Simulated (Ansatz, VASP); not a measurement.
**One calculation of Ir, two programs**

```
CELL_PARAMETERS angstrom
0.00000 1.91560 1.91560
1.91560 0.00000 1.91560
1.91560 1.91560 0.00000
ATOMIC_POSITIONS crystal
Ir 0.00000 0.00000 0.00000
```

Alike in both runs: task relaxation of cell and atoms; functional PBE; dispersion D3(BJ); k mesh 13 × 13 × 13; occupations methfessel-paxton of order 1, width 0.05 eV; no spin polarisation.

|  | VASP | Ansatz |
| --- | --- | --- |
| version | VASP 6.6.1 | Ansatz 0.2.0 |
| potentials or method | VASP PAW PBE potentials, release 64 (Ir) | plane waves, PAW |
| plane-wave cutoff (eV) | 600 | 450 |
| valence electrons in the cell | 9 | 17 |

Ansatz gave:

```
relaxed volume (Å³/atom)                                     : 14.17
relaxed cell length with the largest relative difference (Å) : 2.716
energy change over the relaxation (meV/atom)                 : -1
```

Q: What did VASP give for the same quantities?

A: Relaxed volume (Å³/atom): 14.20; relaxed cell length with the largest relative difference (Å): 2.718; energy change over the relaxation (meV/atom): -2.

The two sets of potentials don't hold the same shells in valence.

Caveats: pairwise dispersion overbinds metals, which lowers pressure and volume. The runs have no spin-orbit coupling, so splittings on Ir are missing. Zero-point motion and thermal expansion aren't in these numbers.
